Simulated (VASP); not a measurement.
# TiAl3 under changes of volume

One of the cells (15.783 Å³/atom); the others are scaled copies at fixed shape and fractional positions:

```
Ti Al
1.0
     3.98187    0.00000    0.00000
     0.00000    3.98187    0.00000
     0.00000    0.00000    3.98187
Ti Al
1 3
Direct
  0.00000 0.00000 0.00000
  0.00000 0.50000 0.50000
  0.50000 0.00000 0.50000
  0.50000 0.50000 0.00000
```

The cell comes from a database or a generator and needn't be the stable form of this composition.

```yaml
Program: VASP 6.6.1
Functional: PBE
Potentials_or_basis: VASP PAW PBE potentials, release 64 (Ti_sv, Al)
Cutoff: 520 eV
k_mesh: 7 × 7 × 7
Occupations: fermi-dirac, width 0.05 eV
Spin: no spin polarisation
```

```csv
volume (Å³/atom),energy over the lowest point (meV/atom),pressure (GPa)
14.545,35.30,10.0
14.855,18.90,7.1
15.164,?,?
15.783,0.00,-0.2
16.093,2.25,-2.1
16.402,8.10,-3.9
```

Problem. What does the run at 15.164 Å³/atom give?

Solution. Energy over the lowest point 7.88 meV/atom; pressure 4.4 GPa.

Worked out: A Birch-Murnaghan fit of order 3 (a polynomial in V^(-2/3)) to the other rows has its minimum at 15.76 Å³/atom with B0 = V·E''(V) = 106 GPa and B' = 4.0. It gives 7.91 meV/atom at 15.164 Å³/atom, against the run's 7.88, and -dE/dV = 4.4 GPa, against 4.4.

Energies are extrapolated to zero smearing.
